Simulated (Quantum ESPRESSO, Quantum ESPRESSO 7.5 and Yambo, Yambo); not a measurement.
# ZnSe (Stilleite): bands and cutoff in G0W0 with Yambo

Aim: raise bands and screening cutoff together for ZnSe (Stilleite) and follow gap and time.

Calculated with Quantum ESPRESSO 7.5 and Yambo 5.3.0; PBE and many-body steps on it, plane waves.

Report form: the programs' logs are mostly left out.

## 1. The starting structure

It takes space group F-43m (No. 216, cubic). Conventional cell: a = 5.668 Å, b = 5.668 Å, c = 5.668 Å, α = 90.00°, β = 90.00°, γ = 90.00°. Nearest to Zn lie 4 Se at 2.45 Å. Nearest to Se lie 4 Zn at 2.45 Å. Farther neighbours and most contacts between anions are not listed.

Structure file:

```cif
data_structure
_symmetry_space_group_name_H-M 'F-43m'
_symmetry_Int_Tables_number 216
_cell_length_a 5.6676
_cell_length_b 5.6676
_cell_length_c 5.6676
_cell_angle_alpha 90.000
_cell_angle_beta 90.000
_cell_angle_gamma 90.000
_cell_volume 182.05
loop_
_atom_site_label
_atom_site_type_symbol
_atom_site_symmetry_multiplicity
_atom_site_Wyckoff_symbol
_atom_site_fract_x
_atom_site_fract_y
_atom_site_fract_z
_atom_site_occupancy
Zn1 Zn 4 a 0.00000 0.00000 0.00000 1
Se1 Se 4 d 0.25000 0.25000 0.75000 1
```

The cell and positions come from the Crystallography Open Database and are kept as given unless a step says otherwise.

## 2. Empty states on the mesh, 4×4×4 mesh, 559 bands

This step: Quantum ESPRESSO 7.5; DFT, PBE, plane waves, norm-conserving pseudopotentials.

The sums over transitions need many empty states on a uniform mesh; this step solves for them.

pw.in

```
&control
  calculation = 'nscf'
  prefix = 'x'
  outdir = 'o'
  pseudo_dir = 'pseudo'
/
&system
  ibrav = 0
  nat = 2
  ntyp = 2
  ecutwfc = 104.0
  nbnd = 559
  force_symmorphic = .true.
/
&electrons
  conv_thr = 1e-9
  electron_maxstep = 80
  diago_full_acc = .true.
  diago_thr_init = 5e-6
/
ATOMIC_SPECIES
  Zn 65.38 Zn.upf
  Se 78.971 Se.upf
CELL_PARAMETERS angstrom
  -0.0000000000 2.8338000000 2.8338000000
  2.8338000000 -0.0000000000 2.8338000000
  2.8338000000 2.8338000000 0.0000000000
ATOMIC_POSITIONS crystal
  Zn 0.0000000000 0.0000000000 0.0000000000
  Se 0.2500000000 0.2500000000 0.2500000000
K_POINTS automatic
  4 4 4 0 0 0
```

On the command line:

```console
$ OMP_NUM_THREADS=1 mpirun -n 8 pw.x -nk 4 -in pw.in > pw.out
```

Run time: 77 s. Hardware: 8 MPI ranks of Arm Neoverse V1, shared host; peak memory 1.8 GiB; 10 min of CPU time.

Numbers from this step:

```yaml
gap: 1.291 eV
k_of_the_valence_top: 0, 0, 0
k_of_the_conduction_bottom: 0, 0, 0
least_direct_gap: 1.291 eV
k_points_computed: 8
lowest_point_of_the_top_converged_band_above_the_valence_top: 289.4454 eV
```

On this mesh the gap is 1.291 eV.

The density comes from a self-consistent run that is not shown.

## 3. Conversion and set-up

This step: Yambo 5.3.0; conversion and set-up on PBE, plane waves, norm-conserving pseudopotentials.

The states are converted to the many-body program's format and the q mesh is built.

On the command line:

```console
$ (cd o/x.save; p2y > p2y.log; mv SAVE ../..); yambo > setup.log
```

It took 3.4 s on 1 MPI rank; peak memory 0.26 GiB.

## 4. 89 bands, 122.5 eV

G0W0 replaces the xc potential by the self-energy, built once from these orbitals. Only a window of levels is corrected, while the sums run over the empty bands that the input names.

This step: G0W0 on PBE, plane waves, norm-conserving pseudopotentials.

gw1.in

```
HF_and_locXC
gw0
dyson
ppa
em1d
rim_cut
RandQpts= 1000000
RandGvec= 1 RL
EXXRLvcs= 104 Ry
VXCRLvcs= 416 Ry
Chimod= "HARTREE"
% BndsRnXp
 1 | 89 |
%
NGsBlkXp= 9 Ry
% LongDrXp
 1 | 1 | 1 |
%
% GbndRnge
 1 | 89 |
%
DysSolver= "n"
ExtendOut
PPAPntXp= 27.21138 eV
% QPkrange
 1 | 1 | 21 | 24 |
%
```

On the command line:

```console
$ OMP_NUM_THREADS=1 mpirun -n 8 yambo -F gw1.in -J gw1 -C gw1 > gw1.log
```

Run time: 50 s. Hardware: 8 MPI ranks; peak memory 4.2 GiB.

Numbers from this step:

* G0W0 gap on the points computed: 2.042 eV
* starting gap on the mesh: 1.291 eV
* k of the valence top: 0, 0, 0
* k of the conduction bottom: 0, 0, 0
* least direct G0W0 gap on the computed points: 2.042 eV
* Z at the valence top: 0.7955
* Z at the conduction bottom: 0.8131

The gap on the mesh goes from 1.29 eV to 2.04 eV, a correction of +0.75 eV.

## 5. 241 bands, 231.3 eV

gw2.in

```
HF_and_locXC
gw0
dyson
ppa
em1d
rim_cut
RandQpts= 1000000
RandGvec= 1 RL
EXXRLvcs= 104 Ry
VXCRLvcs= 416 Ry
Chimod= "HARTREE"
% BndsRnXp
 1 | 241 |
%
NGsBlkXp= 17 Ry
% LongDrXp
 1 | 1 | 1 |
%
% GbndRnge
 1 | 241 |
%
DysSolver= "n"
ExtendOut
PPAPntXp= 27.21138 eV
% QPkrange
 1 | 1 | 21 | 24 |
%
```

On the command line:

```console
$ OMP_NUM_THREADS=1 mpirun -n 8 yambo -F gw2.in -J gw2 -C gw2 > gw2.log
```

It took 4.4 min on 8 MPI ranks; peak memory 4.6 GiB.

Numbers from this step:

```
G0W0 gap on the points computed              : 2.039 eV
starting gap on the mesh                     : 1.291 eV
k of the valence top                         : 0, 0, 0
k of the conduction bottom                   : 0, 0, 0
least direct G0W0 gap on the computed points : 2.039 eV
Z at the valence top                         : 0.7958
Z at the conduction bottom                   : 0.8127
```

Against G0W0 in Yambo (4×4×4 mesh, 89 bands, screening to 122.5 eV, Godby-Needs plasmon pole), the gap moves by −0.003 eV.

## 6. 559 bands, 353.7 eV

gw3.in

```
HF_and_locXC
gw0
dyson
ppa
em1d
rim_cut
RandQpts= 1000000
RandGvec= 1 RL
EXXRLvcs= 104 Ry
VXCRLvcs= 416 Ry
Chimod= "HARTREE"
% BndsRnXp
 1 | 559 |
%
NGsBlkXp= 26 Ry
% LongDrXp
 1 | 1 | 1 |
%
% GbndRnge
 1 | 559 |
%
DysSolver= "n"
ExtendOut
PPAPntXp= 27.21138 eV
% QPkrange
 1 | 1 | 21 | 24 |
%
```

On the command line:

```console
$ OMP_NUM_THREADS=1 mpirun -n 8 yambo -F gw3.in -J gw3 -C gw3 > gw3.log
```

Run time: 27 min. Hardware: 8 MPI ranks; peak memory 7.8 GiB.

Numbers from this step:

```yaml
g0w0_gap_on_the_points_computed: 2.043 eV
starting_gap_on_the_mesh: 1.291 eV
k_of_the_valence_top: 0, 0, 0
k_of_the_conduction_bottom: 0, 0, 0
least_direct_g0w0_gap_on_the_computed_points: 2.043 eV
```

Against G0W0 in Yambo (4×4×4 mesh, 241 bands, screening to 231.3 eV, Godby-Needs plasmon pole), the gap moves by +0.004 eV.

## 7. Side by side

Times are wall times on 8 MPI ranks of Arm Neoverse V1, shared host, good to a factor of about two.

| run | mesh | bands | screening cutoff (eV) | DFT gap (eV) | gap on the mesh (eV) | direct (eV) | time |
| --- | --- | --- | --- | --- | --- | --- | --- |
| 89 bands, 122.5 eV | 4×4×4 | 89 | 122.5 | 1.291 | 2.042 | 2.042 | 50 s |
| 241 bands, 231.3 eV | 4×4×4 | 241 | 231.3 | 1.291 | 2.039 | 2.039 | 4.4 min |
| 559 bands, 353.7 eV | 4×4×4 | 559 | 353.7 | 1.291 | 2.043 | 2.043 | 27 min |

## 8. What came out

* 89 bands, 122.5 eV: 2.042 eV
* 241 bands, 231.3 eV: 2.039 eV
* 559 bands, 353.7 eV: 2.043 eV
* known limits: not at the basis limit; no spin-orbit coupling; coarse k mesh

From the first rung to the last the gap moves by +0.001 eV for 33 times the time. The gap turns back along the series, so no limit is drawn from it. In the G0W0 runs levels were corrected at 1 k point alone, so a gap called «on the mesh» is the least over those, and an edge elsewhere would be missed. The 4×4×4 mesh is coarse for this cell, which bears on the long-range parts of exchange and screening. The many-body steps are scalar-relativistic: spin-orbit coupling is not in them.

[Paths, hosts, dates, memory and timing lines, banners, echoed tables and standing remarks are left out of the program output.]

[Logs are printed without paths, hosts, clocks, repeated set-up lines and the standing remarks that a program may print on its own settings, such as how far it seeks lower states.]

[Runs of the session that timed out or met a known fault of the program may be left out.]

[Hosts, paths, dates, database ids (printed as entryN), source tags and the programs' standing remarks are cut or masked in the printed files.]
